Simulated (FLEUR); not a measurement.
# In (Im-3m) in FLEUR: convergence with k mesh

Aim: find how far k mesh must go before the results for In settle, at PBE. This setting moves, with any that are tied to it; all else stays.

Program: FLEUR MaX-R8.1 (later development tree). These are calculated values, not measurements. Logs are shortened: lines on timing, memory, paths and dates and some standing lists are left out, and cuts for length are marked.

### 1 Starting point

It takes space group Im-3m (No. 229, cubic). The conventional cell has a = 3.765 Å, b = 3.765 Å, c = 3.765 Å, α = 90.00°, β = 90.00°, γ = 90.00°. Around In (site symmetry m-3m) lie 8 In at 3.26 Å.

This isn't the form of In at room conditions, which is tetragonal.

### 2 With k mesh 2 × 2 × 2

inp.xml

```xml
<?xml version="1.0" encoding="UTF-8" standalone="no"?>
<fleurInput fleurInputVersion="0.39">
   <comment>
      In                                                                                                  
   </comment>
   <calculationSetup>
      <cutoffs Kmax="4.1" Gmax="12.7" GmaxXC="12.7" numbands="0"/>
      <scfLoop itmax="60" minDistance="0.00001" maxIterBroyd="15" imix="Anderson" alpha="0.05" precondParam="0.0" spinf="2.0" sdNocoIR="T"/>
      <coreElectrons ctail="T" frcor="F" kcrel="0" coretail_lmax="0"/>
      <xcFunctional name="pbe" relativisticCorrections="F"/>
      <magnetism jspins="1"/>
      <soc l_soc="F" theta="0.0" phi="0.0" spav="F"/>
      <expertModes spex="0" secvar="F"/>
      <geometryOptimization l_f="T" forcealpha="1.0" forcemix="BFGS" epsdisp="0.0005" epsforce="0.0002"/>
      <ldaU l_linMix="F" mixParam="0.05" spinf="1.0"/>
   </calculationSetup>
   <cell>
      <bzIntegration valenceElectrons="21.0" mode="hist" fermiSmearingEnergy="0.00183747">
         <kPointListSelection listName="default-1"/>
         <!-- k-points included here -->
         <xi:include xmlns:xi="http://www.w3.org/2001/XInclude" href="kpts.xml"> </xi:include>
      </bzIntegration>
      <!-- symmetry operations included here -->
      <xi:include xmlns:xi="http://www.w3.org/2001/XInclude" href="sym.xml"> </xi:include>
      <bulkLattice scale="1.0">
         <bravaisMatrix>
            <row-1>   -3.5574571262468848     3.5574571262468848     3.5574571262468848</row-1>
            <row-2>    3.5574571262468848    -3.5574571262468848     3.5574571262468848</row-2>
            <row-3>    3.5574571262468848     3.5574571262468848    -3.5574571262468848</row-3>
         </bravaisMatrix>
      </bulkLattice>
   </cell>
   <atomSpecies>
      <species name="Indium (In)" element="In" atomicNumber="49">
         <mtSphere radius="2.66" gridPoints="879" logIncrement="0.015"/>
         <atomicCutoffs lmax="10" lnonsphr="10"/>
         <electronConfig flipSpins="F">
            <coreConfig>(1s1/2) (2s1/2) (2p1/2) (2p3/2) (3s1/2) (3p1/2) (3p3/2) (3d3/2) (3d5/2)</coreConfig>
            <valenceConfig>(4s1/2) (4p1/2) (4p3/2) (5s1/2) (4d3/2) (4d5/2) (5p1/2) (5p3/2)</valenceConfig>
            <stateOccupation state="(5p1/2)" spinUp="0.166667" spinDown="0.166667"/>
            <stateOccupation state="(5p3/2)" spinUp="0.333333" spinDown="0.333333"/>
         </electronConfig>
         <energyParameters s="5" p="5" d="4" f="4"/>
         <lo type="SCLO" l="0" n="4" eDeriv="0"/>
         <lo type="SCLO" l="1" n="4" eDeriv="0"/>
         <lo type="SCLO" l="1" n="4" eDeriv="1"/>
         <lo type="SCLO" l="2" n="4" eDeriv="2"/>
         <lo type="SCLO" l="3" n="4" eDeriv="2"/>
      </species>
   </atomSpecies>
   <atomGroups>
      <atomGroup species="Indium (In)">
         <relPos label="                   1">.0000000000 .0000000000 .0000000000</relPos>
         <force calculate="T" relaxXYZ="TTT"/>
      </atomGroup>
   </atomGroups>
   <output dos="F" band="F" slice="F">
      <checks vchk="F" cdinf="F"/>
      <bandDOS minEnergy="-.5*Htr" maxEnergy="0.5*Htr" sigma="0.015" storeEVData="T"/>
      <vacuumDOS vacdos="F" integ="F" star="F" nstars="0" locx1="0.0" locy1="0.0" locx2="0.0" locy2="0.0" nstm="0" tworkf="0.0"/>
      <unfoldingBand unfoldBand="F" supercellX="1" supercellY="1" supercellZ="1"/>
      <plotting iplot="0" polar="F">
         <plot TwoD="T" vec1="  1.0  0.0  0.0" vec2="  0.0  1.0  0.0" vec3="  0.0  0.0  1.0" zero="  0.0  0.0  0.0" file="plot"/>
      </plotting>
      <chargeDensitySlicing numkpt="0" minEigenval="0.0" maxEigenval="0.0" nnne="0" pallst="F"/>
      <specialOutput eonly="F"/>
      <moessbauerParams electricFieldGradient="T" isomerShift="T" coreHyperfine="T" valenceHyperfine="T"/>
      <magneticCircularDichroism mcd="F" energyLo="-10.0" energyUp="0.0"/>
   </output>
  <!-- We include the file relax.xml here to enable relaxations (see documentation) -->
  <xi:include xmlns:xi="http://www.w3.org/2001/XInclude" href="relax.xml"> <xi:fallback/> </xi:include>
</fleurInput>
```

crystal.txt

```
In
&input cartesian=F /
-1.8825252400  1.8825252400  1.8825252400
1.8825252400  -1.8825252400  1.8825252400
1.8825252400  1.8825252400  -1.8825252400
1.8897261246
1.0 1.0 1.0

1
49 0.0000000000  0.0000000000  0.0000000000

&kpt div1=2 div2=2 div3=2 gamma=T /
```

Potentials or basis: all-electron, FLAPW.

Launch:

```bash
$ inpgen -f crystal.txt -profile fastHighL
$ # inp.xml edited to the form shown
$ fleur_MPI
```

Run time: 5.4 s. Hardware: 1 thread of Arm Neoverse V2, shared host; peak memory 0.06 GiB.

Results:

| Quantity | Value |
| --- | --- |
| Free energy | -160092.3578 eV |
| Valence electrons inside the program's atomic spheres | In 19.41 (radii In 2.66 bohr) |

### 3 With k mesh 4 × 4 × 4

inp.xml is that of step 2.

Edit crystal.txt of step 2 so:

```diff
@@ -11,2 +11,2 @@
 
-&kpt div1=2 div2=2 div3=2 gamma=T /
+&kpt div1=4 div2=4 div3=4 gamma=T /
```

Potentials or basis: all-electron, FLAPW.

Launch:

```bash
$ inpgen -f crystal.txt -profile fastHighL
$ # inp.xml edited to the form shown
$ fleur_MPI
```

Run time: 3 s. Hardware: 1 thread of Arm Neoverse V2, shared host; peak memory 0.06 GiB.

The calculation stopped without meeting its thresholds.

### 4 With k mesh 6 × 6 × 6

inp.xml is that of step 3.

Edit crystal.txt of step 3 so:

```diff
@@ -11,2 +11,2 @@
 
-&kpt div1=4 div2=4 div3=4 gamma=T /
+&kpt div1=6 div2=6 div3=6 gamma=T /
```

Launch:

```bash
$ inpgen -f crystal.txt -profile fastHighL
$ # inp.xml edited to the form shown
$ fleur_MPI
```

It took 11 s on 1 thread of Arm Neoverse V2, shared host; peak memory 0.06 GiB.

What came out:

| Item | Value |
| --- | --- |
| Free energy | -160091.7327 eV |
| Valence electrons inside the program's atomic spheres | In 19.41 (radii In 2.66 bohr) |

### 5 With k mesh 7 × 7 × 7

inp.xml is that of step 4.

Edit crystal.txt of step 4 so:

```diff
@@ -11,2 +11,2 @@
 
-&kpt div1=6 div2=6 div3=6 gamma=T /
+&kpt div1=7 div2=7 div3=7 gamma=T /
```

Launch:

```bash
$ inpgen -f crystal.txt -profile fastHighL
$ # inp.xml edited to the form shown
$ fleur_MPI
```

Wall time 12 s (1 thread of Arm Neoverse V2, shared host); peak memory 0.06 GiB.

Results:

* Free energy: -160091.6887 eV
* Band gap on the k mesh: none (metal or under the smearing width)
* Valence electrons inside the program's atomic spheres: In 19.42 (radii In 2.66 bohr)

### 6 With k mesh 8 × 8 × 8

inp.xml is that of step 5.

Edit crystal.txt of step 5 so:

```diff
@@ -11,2 +11,2 @@
 
-&kpt div1=7 div2=7 div3=7 gamma=T /
+&kpt div1=8 div2=8 div3=8 gamma=T /
```

Potentials or basis: all-electron, FLAPW.

Launch:

```bash
$ inpgen -f crystal.txt -profile fastHighL
$ # inp.xml edited to the form shown
$ fleur_MPI
```

It took 16 s on 1 thread of Arm Neoverse V2, shared host; peak memory 0.07 GiB.

What came out:

```
Free energy                                           : -160091.6795 eV
Band gap on the k mesh                                : none (metal or under the smearing width)
Valence electrons inside the program's atomic spheres : In 19.42 (radii In 2.66 bohr)
```

### 7 With k mesh 10 × 10 × 10

inp.xml is that of step 6.

Edit crystal.txt of step 6 so:

```diff
@@ -11,2 +11,2 @@
 
-&kpt div1=8 div2=8 div3=8 gamma=T /
+&kpt div1=10 div2=10 div3=10 gamma=T /
```

Launch:

```bash
$ inpgen -f crystal.txt -profile fastHighL
$ # inp.xml edited to the form shown
$ fleur_MPI
```

Wall time 23 s (1 thread of Arm Neoverse V2, shared host); peak memory 0.07 GiB.

What came out:

| Property | Result |
| --- | --- |
| Free energy | -160091.7156 eV |
| Band gap on the k mesh | none (metal or under the smearing width) |
| Valence electrons inside the program's atomic spheres | In 19.42 (radii In 2.66 bohr) |

### 8 With k mesh 12 × 12 × 12

inp.xml is that of step 7.

Edit crystal.txt of step 7 so:

```diff
@@ -11,2 +11,2 @@
 
-&kpt div1=10 div2=10 div3=10 gamma=T /
+&kpt div1=12 div2=12 div3=12 gamma=T /
```

Launch:

```bash
$ inpgen -f crystal.txt -profile fastHighL
$ # inp.xml edited to the form shown
$ fleur_MPI
```

It took 33 s on 1 thread of Arm Neoverse V2, shared host; peak memory 0.07 GiB.

Results:

```
Free energy                                           : -160091.7061 eV
Band gap on the k mesh                                : none (metal or under the smearing width)
Valence electrons inside the program's atomic spheres : In 19.42 (radii In 2.66 bohr)
```

### 9 With k mesh 15 × 15 × 15

inp.xml is that of step 8.

Edit crystal.txt of step 8 so:

```diff
@@ -11,2 +11,2 @@
 
-&kpt div1=12 div2=12 div3=12 gamma=T /
+&kpt div1=15 div2=15 div3=15 gamma=T /
```

Potentials or basis: all-electron, FLAPW.

Launch:

```bash
$ inpgen -f crystal.txt -profile fastHighL
$ # inp.xml edited to the form shown
$ fleur_MPI
```

Output:

```text
Welcome to FLEUR        (www.flapw.de)
      MaX-Release 8.1          (www.max-centre.eu)

 ========== k-point set info ==========
 Selected k-point list: default-1
 k-point list type: mesh
 15 x 15 x 15
 Number of k points: 120

 ------------Calculation Setup---------------------------
 Number of MPI-tasks      :            1
 Number of PE/node        :            1
 Number of OMP-threads    :            1
 Most efficient MPI parallelization for:
           1           2           3           4           5           6           8          10          12          15          20          24          30          40          60         120
 Additional eigenvalue parallelization possible
 Number of basis functions:          271
 Approximate size of matrices (H+S) per k-point:         0.001 GB
 --------------------------------------------------------
 Iteration:     1   Distance:       4.07254829 me/bohr^3
 Iteration:     2   Distance:       3.77867774 me/bohr^3
 Iteration:     3   Distance:       1.70763863 me/bohr^3
 Iteration:     4   Distance:       0.16338170 me/bohr^3
 Iteration:     5   Distance:       0.16680974 me/bohr^3
 Iteration:     6   Distance:       0.02702744 me/bohr^3
 Iteration:     7   Distance:       0.00724460 me/bohr^3
 Iteration:     8   Distance:       0.00323706 me/bohr^3
 Iteration:     9   Distance:       0.00028928 me/bohr^3
 Iteration:    10   Distance:       0.00019315 me/bohr^3
 Iteration:    11   Distance:       0.00001743 me/bohr^3
 Iteration:    12   Distance:       0.00000207 me/bohr^3

 ********************************************************************
 Run finished successfully
 Stop message:
   Structural relaxation: Done
 ********************************************************************
```

out.xml (last iteration):

```text
<iteration numberForCurrentRun="   13" overallNumber="   13">
         <energyParameters units="Htr">
            <atomicEP atomType="1" spin="1" branch="5s" branchLowest="-3.99" branchHighest="0.83" value="0.0564754228"/>
            <atomicEP atomType="1" spin="1" branch="5p" branchLowest="-2.46" branchHighest="1.44" value="0.2500380131"/>
            <atomicEP atomType="1" spin="1" branch="4d" branchLowest="-15.49" branchHighest="-0.24" value="-0.2720488368"/>
            <atomicEP atomType="1" spin="1" branch="4f" branchLowest="-9.99" branchHighest="1.90" value="0.5877587455"/>
            <loAtomicEP atomType="1" spin="1" branch="4s" branchLowest="-28.56" branchHighest="-3.99" value="-3.9940196987"/>
            <loAtomicEP atomType="1" spin="1" branch="4p" branchLowest="-23.43" branchHighest="-2.46" value="-2.4750621445"/>
            <loAtomicEP atomType="1" spin="1" branch="4p" branchLowest="-23.43" branchHighest="-2.46" value="-2.4750621445"/>
            <loAtomicEP atomType="1" spin="1" branch="4d" branchLowest="-15.49" branchHighest="-0.24" value="-0.2825258850"/>
            <loAtomicEP atomType="1" spin="1" branch="4f" branchLowest="-9.99" branchHighest="1.90" value="0.5877608385"/>
         </energyParameters>
         <eigenvalues>
            <eigenvaluesAt spin="1" ikpt="1" k_x="0.00000000" k_y="0.00000000" k_z="0.00000000">
                      -3.9940349549       -2.4677458462       -2.4677458462       -2.4677458462       -0.2901454121
                      -0.2901454121       -0.2901454121       -0.2804456307       -0.2804456307       -0.0967739058
                       0.6494974881        0.6494974881        0.6494974881        0.7239071034        0.7239071034
                       0.7239071034        0.7976867813
            </eigenvaluesAt>
            <eigenvaluesAt spin="1" ikpt="2" k_x="0.00000000" k_y="0.00000000" k_z="0.06666667">
                      -3.9940342453       -2.4677577565       -2.4677507486       -2.4677455061       -0.2903149526
                      -0.2899842369       -0.2894981204       -0.2806279029       -0.2804528612       -0.0930499908
                       0.6114112149        0.6313056121        0.6407418131        0.6986617486        0.7097225157
                       0.7193279610        0.8101947998
            </eigenvaluesAt>
            <eigenvaluesAt spin="1" ikpt="3" k_x="0.00000000" k_y="0.00000000" k_z="0.13333333">
                      -3.9940322154       -2.4677911026       -2.4677644555       -2.4677445013       -0.2907926840
                      -0.2896060777       -0.2876485592       -0.2810947192       -0.2804696091       -0.0818098275
                       0.5315753314        0.5943408492        0.6167516566        0.6751155536        0.6854437569
                       0.7225931020        0.8222896466
            </eigenvaluesAt>
            <eigenvaluesAt spin="1" ikpt="4" k_x="0.00000000" k_y="0.00000000" k_z="0.20000000">
                      -3.9940292223       -2.4678403233       -2.4677846041       -2.4677429992       -0.2914935692
                      -0.2893200967       -0.2848808201       -0.2815989175       -0.2804903175       -0.0628995108
                       0.4460986765        0.5555980016        0.5875449671        0.6559900115        0.6630421261
                       0.7391637764        0.8342611086
            </eigenvaluesAt>
         </eigenvalues>
         <bandgap value="0.0233941928" units="eV"/>
         <sumValenceSingleParticleEnergies value="-25.3135175234" units="Htr"/>
         <FermiEnergy value="0.2489611674" units="Htr"/>
         <valenceDensity>
            <mtCharges spin="1">
               <mtCharge atomType="1" total="19.4163613" s="3.0349307" p="6.5027705" d="9.8689211" f="0.0087720"/>
            </mtCharges>
            <spinDependentCharge spin="1" total="21.0000000" interstitial="1.5836387" mtSpheres="19.4163613"/>
            <totalCharge value="21.0000000000"/>
         </valenceDensity>
         <coreStates atomType="     1" atomicNumber=" 49" spin="1" kinEnergy="   5929.7588416040" eigValSum="  -3515.3642232096" lostElectrons=" 0.000000">
            <state n="1" l="0" j="0.5" energy="-1018.9250082409" weight="1.0000000000"/>
            <state n="2" l="0" j="0.5" energy="-152.1833564854" weight="1.0000000000"/>
            <state n="2" l="1" j="0.5" energy="-141.8892492042" weight="1.0000000000"/>
            <state n="2" l="1" j="1.5" energy="-134.1393052099" weight="2.0000000000"/>
            <state n="3" l="0" j="0.5" energy="-28.5566285550" weight="1.0000000000"/>
            <state n="3" l="1" j="0.5" energy="-24.4032351764" weight="1.0000000000"/>
            <state n="3" l="1" j="1.5" energy="-23.0033052226" weight="2.0000000000"/>
            <state n="3" l="2" j="1.5" energy="-15.6599747426" weight="2.0000000000"/>
            <state n="3" l="2" j="2.5" energy="-15.3731545309" weight="3.0000000000"/>
         </coreStates>
         <allElectronCharges>
            <spinDependentCharge spin="1" total="49.0000000" interstitial="1.5836387" mtSpheres="47.4163613"/>
            <totalCharge value="48.9999999998"/>
         </allElectronCharges>
         <moessbauerParams unitsHFF="kG" unitsIS="e/bohr^3" unitsEFG="Htr/bohr^2">
            <coreIsomerShift atomType="1" isTotal="176973.85668">
               <shell n="1" l="0" isomerShift="154983.59185"/>
               <shell n="2" l="0" isomerShift="18021.15635"/>
               <shell n="2" l="1" isomerShift="414.36868"/>
               <shell n="3" l="0" isomerShift="3468.82023"/>
               <shell n="3" l="1" isomerShift="85.91955"/>
               <shell n="3" l="2" isomerShift="0.00001"/>
            </coreIsomerShift>
            <isomerShift atomType="1" nucleusRadius="0.0001148" averageDensity="177711.20259"/>
            <electricFieldGradient atomType="1" VXX="0.00000" VYY="0.00000" VZZ="0.00000" asymParam="0.00000">
            </electricFieldGradient>
         </moessbauerParams>
         <totalEnergy                                    value="    -5883.2616072982" units="Htr">
            <sumOfEigenvalues                            value="    -3540.6777407330">
               <coreElectrons value="-3515.3642232096"/>
               <valenceElectrons value="-25.3135175234"/>
            </sumOfEigenvalues>
            <densityCoulombPotentialIntegral value="-9512.9385026361"/>
            <densityEffectivePotentialIntegral value="-9721.7548105020"/>
            <chargeDenXCDenIntegral value="-160.0316401494"/>
            <FockExchangeEnergyValence value="0.0000000000"/>
            <FockExchangeEnergyCore value="0.0000000000"/>
            <atomTypeDependentContributions atomType="1">
               <electronNucleiInteractionDifferentMTs value="7127.6186883642"/>
               <MadelungTerm value="-20.2190972355"/>
            </atomTypeDependentContributions>
            <tkbTimesEntropy value="0.0001619523"/>
            <freeEnergy value="-5883.2617692504"/>
            <extrapolationTo0K value="-5883.2616882743"/>
         </totalEnergy>
         <totalForcesOnRepresentativeAtoms units="Htr/bohr">
            <forceTotal atomType="1" x="0.000000" y="0.000000" z="0.000000" F_x="0.00000000" F_y="0.00000000" F_z="0.00000000"/>
         </totalForcesOnRepresentativeAtoms>
      </iteration>
```

It took 53 s on 1 thread of Arm Neoverse V2, shared host; peak memory 0.07 GiB.

What came out:

```
Free energy                                           : -160091.7084 eV
Band gap on the k mesh                                : none (metal or under the smearing width)
Valence electrons inside the program's atomic spheres : In 19.42 (radii In 2.66 bohr)
```

### 10 The series at a glance

| k mesh | energy less the tightest run, at zero smearing (meV/atom) | SCF cycles | CPU time (s) | peak memory (GiB) |
| --- | --- | --- | --- | --- |
| 2 × 2 × 2 | -651.64 | 13 | 5.4 | 0.06 |
| 4 × 4 × 4 | not converged | - | - | - |
| 6 × 6 × 6 | -26.52 | 13 | 11 | 0.06 |
| 7 × 7 × 7 | 21.55 | 13 | 12 | 0.06 |
| 8 × 8 × 8 | 31.48 | 13 | 16 | 0.07 |
| 10 × 10 × 10 | -6.65 | 13 | 23 | 0.07 |
| 12 × 12 × 12 | 1.97 | 13 | 33 | 0.07 |
| 15 × 15 × 15 | 0.00 | 13 | 53 | 0.07 |

Not settled before the last step: the energy (to 1 meV/atom). Meshes of other sizes hit other points, so gaps and Fermi surfaces needn't settle smoothly. The tightest run that finished is the yardstick and may itself not be fully converged.
